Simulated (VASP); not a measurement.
# H4CO in VASP: further runs, part 2 of 2

VASP 6.6.1. Earlier steps stand in the parts before.

## (3) Single point, PBE

Input file INCAR:

```
PREC = Accurate
ENCUT = 520
EDIFF = 1E-6
ISMEAR = -1
SIGMA = 0.05
LREAL = Auto
LASPH = True
NELM = 60
ALGO = Fast
ISIF = 2
LWAVE = False
LCHARG = False
GGA = PE
NBANDS = 66
```

Input file KPOINTS:

```
regular mesh
0
Gamma
  1 1 1
```

Input file POSCAR:

```
H4CO
1.0
    7.3803230000      0.0000000000      0.0000000000
    0.0000000000      7.3803230000      0.0000000000
    0.0000000000      0.0000000000      7.3803230000
C O H
6 6 24
Direct
    0.6066445000      0.5481396000      0.0452017000
    0.3573714000      0.5582890000      0.6421410000
    0.4500552000      0.1878176000      0.1497926000
    0.9173598000      0.2171288000      0.7143775000
    0.1708759000      0.9446935000      0.4127788000
    0.9181956000      0.4793756000      0.2896122000
    0.6823214000      0.7098112000     -0.0276534000
    0.3111276000      0.4109539000      0.5267007000
    0.3616770000      0.0589287000      0.0368788000
    0.9072098000      0.3999823000      0.7746612000
    0.3021067000      0.8333899000      0.3258160000
    0.9278684000      0.2911517000      0.2489827000
    0.4905981000      0.5148280000     -0.0397543000
    0.7860738000      0.7415223000      0.0465347000
    0.7022101000      0.4344103000      0.0412551000
    0.5592584000      0.5660572000      0.1849021000
    0.2603999000      0.6657163000      0.6129883000
    0.3963171000      0.3138427000      0.5509120000
    0.3465468000      0.5227153000      0.7860160000
    0.4942284000      0.6098056000      0.6157046000
    0.3941565000      0.3196155000      0.1137567000
    0.4099335000     -0.0594981000      0.0672171000
    0.4242028000      0.1634497000      0.2940858000
    0.5969138000      0.1911075000      0.1273330000
    0.7974304000      0.1941964000      0.6314016000
    1.0132161000      0.4227991000      0.8489316000
    1.0378539000      0.1918180000      0.6311715000
    0.9158817000      0.1204213000      0.8271966000
    0.1630037000      1.0690027000      0.3335373000
    0.3108827000      0.7218334000      0.3947520000
    0.0363008000      0.8817169000      0.4152659000
    0.2099292000      0.9797504000      0.5518059000
    0.7795762000      0.5052002000      0.3333352000
    1.0506899000      0.2657011000      0.2097247000
    1.0103484000      0.5181120000      0.3995669000
    0.9468371000      0.5641866000      0.1709974000
```

Potentials or basis: VASP PAW PBE potentials, release 64 (C, O, H).

Started as:

```bash
$ cat potpaw_PBE.64/C/POTCAR potpaw_PBE.64/O/POTCAR potpaw_PBE.64/H/POTCAR > POTCAR
$ mpirun -np 1 vasp_gam > vasp.out
```

OUTCAR:

```text
PREC = Accurate
   ENCUT = 520
   EDIFF = 1E-6
   ISMEAR = -1
   LREAL = Auto
   LASPH = True
   NELM = 60
   ISIF = 2
   GGA = PE

 ion  position               nearest neighbor table
   1  0.607  0.548  0.045-  13 1.09  16 1.10  15 1.10   7 1.42
   2  0.357  0.558  0.642-  17 1.09  19 1.10  20 1.10   8 1.42
   3  0.450  0.188  0.150-  21 1.09  23 1.10  24 1.10   9 1.42
   4  0.917  0.217  0.714-  25 1.09  28 1.10  27 1.10  10 1.42
   5  0.171  0.945  0.413-  29 1.09  32 1.10  31 1.10  11 1.42
   6  0.918  0.479  0.290-  33 1.09  35 1.10  36 1.10  12 1.42
   7  0.682  0.710  0.972-  14 0.97   1 1.42
   8  0.311  0.411  0.527-  18 0.97   2 1.42
   9  0.362  0.059  0.037-  22 0.97   3 1.42
  10  0.907  0.400  0.775-  26 0.97   4 1.42
  11  0.302  0.833  0.326-  30 0.97   5 1.42
  12  0.928  0.291  0.249-  34 0.97   6 1.42
  13  0.491  0.515  0.960-   1 1.09
  14  0.786  0.742  0.047-   7 0.97
  15  0.702  0.434  0.041-   1 1.10
  16  0.559  0.566  0.185-   1 1.10
  17  0.260  0.666  0.613-   2 1.09
[... 17 lines left out ...]
  35  0.010  0.518  0.400-   6 1.10
  36  0.947  0.564  0.171-   6 1.10

  LATTYP: Found a simple cubic cell.
 ALAT       =     7.3803230000

  Lattice vectors:

 A1 = (   7.3803230000,   0.0000000000,   0.0000000000)
 A2 = (   0.0000000000,   7.3803230000,   0.0000000000)
 A3 = (   0.0000000000,   0.0000000000,   7.3803230000)

Analysis of symmetry for initial positions (statically):
=====================================================================
 Subroutine PRICEL returns:
 Original cell was already a primitive cell.

 Routine SETGRP: Setting up the symmetry group for a
 simple cubic supercell.

 Subroutine GETGRP returns: Found  1 space group operations
 (whereof  1 operations were pure point group operations)
 out of a pool of 48 trial point group operations.

The static configuration has the point symmetry C_1 .

Analysis of symmetry for dynamics (positions and initial velocities):
=====================================================================
 Subroutine PRICEL returns:
 Original cell was already a primitive cell.

 Routine SETGRP: Setting up the symmetry group for a
 simple cubic supercell.

 Subroutine GETGRP returns: Found  1 space group operations
 (whereof  1 operations were pure point group operations)
 out of a pool of 48 trial point group operations.

The dynamic configuration has the point symmetry C_1 .

 Subroutine INISYM returns: Found  1 space group operations
 (whereof  1 operations are pure point group operations),
 and found     1 'primitive' translations

----------------------------------------------------------------------------------------

                                     Primitive cell

  volume of cell :     402.0001

  direct lattice vectors                    reciprocal lattice vectors
     7.380323000  0.000000000  0.000000000     0.135495425  0.000000000  0.000000000
     0.000000000  7.380323000  0.000000000     0.000000000  0.135495425  0.000000000
     0.000000000  0.000000000  7.380323000     0.000000000  0.000000000  0.135495425

  length of vectors
[... 98 lines left out ...]
     0.000000000  0.000000000  0.000000000

 Subroutine IBZKPT returns following result:
 ===========================================

 Found      1 irreducible k-points:

 Following reciprocal coordinates:
            Coordinates               Weight
  0.000000  0.000000  0.000000      1.000000
   k-points           NKPTS =      1   k-points in BZ     NKDIM =      1   number of bands    NBANDS=     66
   number of dos      NEDOS =    301   number of ions     NIONS =     36
   total plane-waves  NPLWV = 175616
   dimension x,y,z NGX =    56 NGY =   56 NGZ =   56
   dimension x,y,z NGXF=   112 NGYF=  112 NGZF=  112
   ions per type =               6   6  24
   NGX,Y,Z   is equivalent  to a cutoff of  12.61, 12.61, 12.61 a.u.
   NGXF,Y,Z  is equivalent  to a cutoff of  25.23, 25.23, 25.23 a.u.
 SYSTEM =  unknown system
   PREC   = accura    normal or accurate (medium, high low for compatibility)
   ISTART =      0    job   : 0-new  1-cont  2-samecut
   ICHARG =      2    charge: 1-file 2-atom 10-const
   ISPIN  =      1    spin polarized calculation?
   LNONCOLLINEAR =      F non collinear calculations
   LSORBIT =      F    spin-orbit coupling
   LASPH  =      T    aspherical Exc in radial PAW
   ENCUT  =  520.0 eV  38.22 Ry    6.18 a.u.  13.72 13.72 13.72*2*pi/ulx,y,z
   NELM   =     60;   NELMIN=  2; NELMDL= -5     # of ELM steps
   EDIFF  = 0.1E-05   stopping-criterion for ELM
   LREAL  =      T    real-space projection
   EDIFFG = 0.1E-04   stopping-criterion for IOM
   NSW    =      0    number of steps for IOM
   IBRION =     -1    ionic relax: 0-MD 1-quasi-New 2-CG
   NFREE  =      0    steps in history (QN), initial steepest desc. (CG)
   ISIF   =      2    stress and relaxation
   ISYM   =      2    0-nonsym 1-usesym 2-fastsym
   POTIM  = 0.5000    time-step for ionic-motion
   TEBEG  =    0.0;   TEEND  =   0.0 temperature during run
   PSTRESS=    0.0 pullay stress
   NELECT =      84.0000    total number of electrons
   NUPDOWN=      -1.0000    fix difference up-down
   EMIN   =  10.00;   EMAX   =-10.00  energy-range for DOS
   EFERMI =   0.00;   METHOD = LEGACY
   ISMEAR =    -1;   SIGMA  =   0.05  broadening in eV -4-tet -1-fermi 0-gaus
   EFERMI_NEDOS =   21; number of points for ismear=-14 and -15
   IALGO  =     68    algorithm
   IMIX   =      4    mixing-type and parameters
     AMIX     =   0.40;   BMIX     =  1.00
     AMIX_MAG =   1.60;   BMIX_MAG =  1.00
  volume/ion in A,a.u.               =      11.17        75.36
  Fermi-wavevector in a.u.,A,eV,Ry     =   0.971462  1.835797 12.840345  0.943739
  Thomas-Fermi vector in A             =   2.101681
   LORBIT       =      0    0 simple, 1 ext, 2 COOP (PROOUT), +10 PAW based schemes
   GGA     = PE    functional components
   LHFCALC =     F    Hartree Fock is set to
   AEXX    =    0.0000 exact exchange contribution
   IVDW    =     0    specifies the selected vdW correction
   LEPSILON=     F    determine dielectric tensor
   LRPA    =     F    only Hartree local field effects (RPA)
 non-spin polarized calculation
 RMM-DIIS sequential band-by-band and
  energy-cutoff  :      520.00
  volume of cell :      402.00
 maximum number of plane-waves:      5414
 NGX is ok and might be reduce to    54
   NGX = 27   NGY = 27   NGZ = 27

 number of electron      84.0000002 magnetization

 Free energy of the ion-electron system (eV)
  ---------------------------------------------------
  ext. energy  EPLUGINS =         0.00000000
  ---------------------------------------------------
  free energy    TOTEN  =      -181.04347326 eV

  energy without entropy =     -181.04347326  energy(sigma->0) =     -181.04347326

 E-fermi :  -1.7499     XC(G=0):  -6.3213

 val. band max:       -2.9917364739   @ k =   0.0000   0.0000   0.0000
 cond. band min:       1.3746960371   @ k =   0.0000   0.0000   0.0000
 fundamental gap:      4.3664325110
 Fermi energy:        -1.7498758982

 k-point     1 :       0.0000    0.0000    0.0000
  band No.  band energies     occupation
      1     -23.1022      2.00000
      2     -22.7612      2.00000
      3     -22.6963      2.00000
      4     -22.4899      2.00000
      5     -22.3968      2.00000
      6     -22.1625      2.00000
[... 46 lines left out ...]
     53       5.0852      0.00000
     54       5.2189      0.00000
 [bands above 54 left out]

------------------------ aborting loop because EDIFF is reached ----------------------------------------

  FORCE on cell =-STRESS in cart. coord.  units (eV):
  Direction    XX          YY          ZZ          XY          YZ          ZX
  --------------------------------------------------------------------------------------
  -------------------------------------------------------------------------------------
  Total        4.1472686      5.8013464      5.1972674      0.1342198     -0.7337095      0.8780302
  in kB       16.5290023     23.1213545     20.7137886      0.5349349     -2.9242105      3.4994027
  external PRESSURE =      20.1213818 kB  Pullay stress =       0.0000000 kB

 VOLUME and BASIS-vectors are now :
 -----------------------------------------------------------------------------
  energy-cutoff  :      520.00
  volume of cell :      402.00
      direct lattice vectors                 reciprocal lattice vectors
     7.380323000  0.000000000  0.000000000     0.135495425  0.000000000  0.000000000
     0.000000000  7.380323000  0.000000000     0.000000000  0.135495425  0.000000000
     0.000000000  0.000000000  7.380323000     0.000000000  0.000000000  0.135495425

 POSITION                                       TOTAL-FORCE (eV/Angst)
 -----------------------------------------------------------------------------------
      4.47723      4.04545      0.33360         0.086818      0.069612     -0.203758
      2.63752      4.12035      4.73921         0.041810      0.014920      0.012324
      3.32155      1.38615      1.10552         0.052753     -0.207411     -0.219158
      6.77041      1.60248      5.27234         0.012774     -0.202955     -0.049015
      1.26112      6.97214      3.04644         0.038544     -0.024819     -0.083460
      6.77658      3.53795      2.13743         0.128071      0.056169      0.481453
[... 28 lines left out ...]
      0.07637      3.82383      2.94893         0.103733     -0.074420      0.090112
      6.98796      4.16388      1.26202         0.120925      0.127816     -0.169759
 -----------------------------------------------------------------------------------
    total drift:                                0.004829     -0.003028     -0.000311

  FREE ENERGIE OF THE ION-ELECTRON SYSTEM (eV)
  ---------------------------------------------------
  free  energy   TOTEN  =      -181.0434732561 eV

  energy  without entropy=     -181.0434732560  energy(sigma->0) =     -181.04347326
```

It took 80 s on 1 thread of Intel Xeon Platinum 8175M at 2.50GHz (Skylake/Cascade Lake), shared host; peak memory 0.41 GiB.

What came out:

```yaml
Free_energy: -181.0435 eV
Pressure: 2.0 GPa
Largest_force: 0.501 eV/Å
Band_gap_on_the_k_mesh: 4.37 eV, direct
```

Forces in eV/Å, atoms in the order of the input:
```
C    0.087  0.070 -0.204
C    0.042  0.015  0.012
C    0.053 -0.207 -0.219
C    0.013 -0.203 -0.049
C    0.039 -0.025 -0.083
C    0.128  0.056  0.481
O   -0.157  0.329 -0.020
O   -0.029 -0.154 -0.150
O   -0.127  0.265 -0.312
O    0.078  0.214  0.091
O    0.092 -0.209 -0.117
O   -0.006 -0.022 -0.205
H    0.043  0.018  0.036
H    0.119  0.125  0.004
H   -0.075  0.048 -0.173
H   -0.188  0.086  0.144
H   -0.250  0.148  0.281
H    0.068 -0.144 -0.043
H   -0.147  0.023 -0.035
H    0.207  0.044  0.095
H   -0.114  0.078  0.096
H   -0.011 -0.218  0.091
H    0.046 -0.083  0.151
H    0.071 -0.062  0.045
H   -0.173 -0.092 -0.172
H    0.037  0.050  0.018
H    0.016  0.099 -0.042
H   -0.032 -0.123  0.174
H   -0.093  0.009  0.027
H    0.103 -0.114 -0.121
H   -0.211 -0.053 -0.004
H    0.088 -0.008  0.186
H   -0.019  0.085  0.158
H    0.080 -0.097 -0.061
H    0.104 -0.074  0.090
H    0.121  0.128 -0.170
```

Levels at points of the mesh, in eV from the valence-band top:
| k point | band 38 | band 39 | band 40 | band 41 | band 42 | band 43 | band 44 | band 45 | band 46 | band 47 |
| --- | --- | --- | --- | --- | --- | --- | --- | --- | --- | --- |
| (0.00, 0.00, 0.00) | -0.58 | -0.56 | -0.32 | -0.08 | 0.00 | 4.37 | 5.47 | 5.71 | 6.34 | 6.67 |

## (4) Single point, PBE

Input file INCAR:

```
SYSTEM = H4CO
ALGO = Normal
EDIFF = 1E-6
ENCUT = 520
GGA = PE
ISIF = 2
ISMEAR = -1
LASPH = .True.
LCHARG = .True.
LELF = .True.
LREAL = Auto
LVHAR = .True.
LWAVE = .False.
NBANDS = 66
NELM = 60
PREC = Accurate
SIGMA = 0.05
```

Input file KPOINTS:

```
k-points
0
Gamma
  1 1 1
  0 0 0
```

Input file POSCAR:

```
H4CO
1.0
    7.3803230000      0.0000000000      0.0000000000
    0.0000000000      7.3803230000      0.0000000000
    0.0000000000      0.0000000000      7.3803230000
C O H
6 6 24
Direct
    0.6379802076      0.7025166785      0.0176821529
    0.3982481526      0.5447187068      0.7220009206
    0.4732313206      0.1801682663      0.1442619788
    0.8891616261      0.1334900925      0.7502110680
    0.1037759458      0.8053306068      0.4137488292
    0.9366663221      0.4264853991      0.2918842441
    0.6151627781      0.8810996483     -0.0530058102
    0.3503369703      0.4731906720      0.5551789535
    0.3101761264      0.2162235989      0.0676528656
    0.9114912721      0.3301481521      0.7791257916
    0.2323611040      0.8149643315      0.2654490867
    0.9812849654      0.3202298870      0.1337881824
    0.5117662194      0.6356090377      0.0504991448
    0.7196026515      0.9338886658     -0.0044442499
    0.7035328942      0.6342811825     -0.1010524878
    0.7146028704      0.7329083023      0.1379072434
    0.2755163968      0.6143769046      0.7686519953
    0.4341679897      0.5083652843      0.4618768040
    0.4660229640      0.4355906916      0.8117666395
    0.4977017944      0.6669355799      0.6976930413
    0.4593430396      0.2099230616      0.2905699385
    0.2861798867      0.1147104266     -0.0179531438
    0.4955609666      0.0311910468      0.1559010358
    0.5968302471      0.2453551152      0.0773407885
    0.8042330939      0.1087215289      0.6341592367
    0.9548633576      0.3547134726      0.9052991312
    1.0193591798      0.0683032436      0.7314178526
    0.8268337307      0.0449031838      0.8712491310
    0.0544691608      0.9521534491      0.4040338072
    0.3456759277      0.7711044625      0.3028322744
   -0.0068560685      0.7033025519      0.4236941933
    0.1880134514      0.8358035278      0.5319821368
    0.8055609490      0.4200358169      0.3415433173
    1.1054258736      0.2827112038      0.1762117999
    1.0282883283      0.4236941933      0.4033292310
    0.9233606713      0.5679968207      0.2488779963
```

Started as:

```bash
$ cat potpaw_PBE.64/C/POTCAR potpaw_PBE.64/O/POTCAR potpaw_PBE.64/H/POTCAR > POTCAR
$ mpirun -np 1 vasp_gam > vasp.out
```

Run time: 81 s. Hardware: 1 thread of Intel Xeon Platinum 8175M at 2.50GHz (Skylake/Cascade Lake), shared host; peak memory 0.39 GiB.

It converged, with:

```yaml
Free_energy: -178.8876 eV
Pressure: 1.8 GPa
Largest_force: 4.102 eV/Å
Band_gap_on_the_k_mesh: 3.93 eV, direct
```

Forces in eV/Å, atoms in the order of the input:
```
C    0.483 -0.008 -1.501
C    2.028  1.616  0.441
C    2.614 -1.108  2.342
C   -0.060  0.251  2.516
C    0.821  4.010  0.270
C    0.015  1.980 -1.892
O   -2.430 -0.432 -0.946
O   -0.751 -1.121 -1.635
O   -1.947 -0.462 -2.186
O   -0.439 -1.243 -0.176
O   -1.951 -0.473 -1.206
O    0.677 -0.394  2.228
H   -0.551 -0.029  0.056
H    1.318  1.548  0.466
H    0.236 -0.724  1.413
H    0.746 -1.207  0.725
H   -0.007 -0.477  0.978
H    0.381 -0.110 -0.120
H   -0.969  1.315 -0.592
H   -0.793 -1.483  0.577
H    0.478  0.819 -0.077
H   -0.136  0.917  0.483
H    0.152  0.619 -0.448
H   -0.949 -0.312  0.530
H   -0.379  0.170 -0.500
H   -0.247 -0.569 -0.352
H    0.657 -0.102 -0.369
H    0.947  2.114 -1.758
H   -0.947 -1.287 -0.029
H    1.405 -0.859  0.622
H    1.052  0.398 -0.136
H   -0.291 -1.141  0.820
H   -2.423 -1.602  0.801
H   -0.475 -0.330 -1.603
H    0.986 -0.542  0.651
H    0.749  0.258 -0.395
```

Stress tensor (GPa, compression positive):
```
 3.78 -1.42  1.43
-1.42 -0.14  1.24
 1.43  1.24  1.74
```

Levels at points of the mesh, in eV from the valence-band top:
| k point | band 40 | band 41 | band 42 | band 43 | band 44 | band 45 |
| --- | --- | --- | --- | --- | --- | --- |
| (0.00, 0.00, 0.00) | -0.65 | -0.52 | 0.00 | 3.93 | 5.09 | 5.40 |
